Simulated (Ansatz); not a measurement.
PbSe: distorted cells

All numbers below come from DFT PBEsol, scalar-relativistic, plane waves, PAW (Ansatz).

Cutoff 420 eV; k points 12×12×12 on the computed 2-atom cell (Γ-centred); Gaussian smearing, width 0.10 eV; no spin polarisation.

Reference cell:

```
Pb Se
1.0
     3.78432    0.00000    0.00000
     0.00000    3.78432    0.00000
     0.00000    0.00000    3.78432
Pb Se
1 1
Direct
  0.00000 0.00000 0.00000
  0.50000 0.50000 0.50000
```

Each variant moves atoms of this cell by the vectors given, if any (Å), and then applies a symmetric strain (tensor components, Cartesian axes). The reference cell isn't relaxed at this level. Energies are per atom at zero smearing, counted from the lowest variant. Pressure is positive in compression.

1. strain (xx yy zz yz xz xy, %) 4.87 4.87 4.87 0.00 0.00 0.00
2. strain (xx yy zz yz xz xy, %) 0.46 0.46 0.46 0.00 0.00 0.00
3. strain (xx yy zz yz xz xy, %) -3.84 -3.84 -3.84 6.00 -6.00 -6.00
4. strain (xx yy zz yz xz xy, %) 0.07 0.07 0.07 1.00 -1.00 1.00; moves: Pb1 (0.087, -0.087, 0.087); Se2 (-0.087, 0.087, -0.087)

```
result  ΔE (meV/atom) P (GPa) largest force (eV/Å)
     A           21.3     5.68                  0.00
     B           20.8    -3.67                  0.00
     C          157.1    -7.46                  0.00
     D            0.0    -1.87                  0.11
```

Q: Which variant gave which result?

A: A is 3, B is 2, C is 1, D is 4. The pressure falls as the cell grows: from the smallest volume to the largest the variants are 3, 4, 2, 1.

Spin–orbit coupling is left out, which can shift energies with elements as heavy as these.

This CsCl-type form isn't the usual stable structure of the compound.